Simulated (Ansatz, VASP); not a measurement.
**One calculation of TiSi, two programs**

INCAR

```
SYSTEM = TiSi
  ALGO = Fast
  EDIFF = 1E-7
  ENCUT = 520
  GGA = PS
  ISIF = 2
  ISMEAR = 0
  LASPH = .True.
  LCHARG = .False.
  LREAL = .False.
  LWAVE = .False.
  NBANDS = 15
  NELM = 80
  PREC = Accurate
  SIGMA = 0.05
```

The input KPOINTS:

```
k-points
0
Gamma
  6 6 6
  0 0 0
```

File POSCAR:

```
TiSi
1.0
    0.0000000000      2.8028046168      2.8028046168
    2.8028046168      0.0000000000      2.8028046168
    2.8028046168      2.8028046168      0.0000000000
Ti Si
1 1
Direct
    0.0000000000      0.0000000000      0.0000000000
    0.2500000000      0.2500000000      0.2500000000
```

Input for Ansatz:

```yaml
crystal:
  lattice:
    - [0.0, 2.8028046168, 2.8028046168]
    - [2.8028046168, 0.0, 2.8028046168]
    - [2.8028046168, 2.8028046168, 0.0]
  atoms:
    - { symbol: Ti, position: [0.0, 0.0, 0.0] }
    - { symbol: Si, position: [0.25, 0.25, 0.25] }
basis:
  ecutwfc: 420
kpoints:
  mp_grid: { grid: [6, 6, 6] }
hamiltonian:
  xc: pbesol
scf:
  occupations: { method: gaussian, width: 0.05 }
output:
  forces: true
  stress: true
  eigenvalues: true
```

The cell comes from a database or a generator and needn't be the stable form of this composition.

Alike in both runs: task single point; functional PBEsol; k mesh 6 × 6 × 6; occupations gaussian, width 0.05 eV; no spin polarisation.

|  | VASP | Ansatz |
| --- | --- | --- |
| version | VASP 6.6.1 | Ansatz 0.2.0 |
| potentials or method | VASP PAW PBE potentials, release 64 (Ti_sv, Si) | scalar-relativistic, plane waves, PAW |
| plane-wave cutoff (eV) | 520 | 420 |
| valence electrons in the cell | 16 | 16 |

|  | VASP | Ansatz | Ansatz less VASP |
| --- | --- | --- | --- |
| gap on the k mesh at the Fermi level (eV) | none | none | - |
| pressure (GPa) | 4.3 | 4.2 | -0.07 |

A gap of «none» marks a metal or a gap that the smearing closes. With one functional, cell and mesh, what is left measures potentials, basis and numerics.

Caveats: the PAW data sets were made with another functional, which shifts forces and pressure a little (VASP).
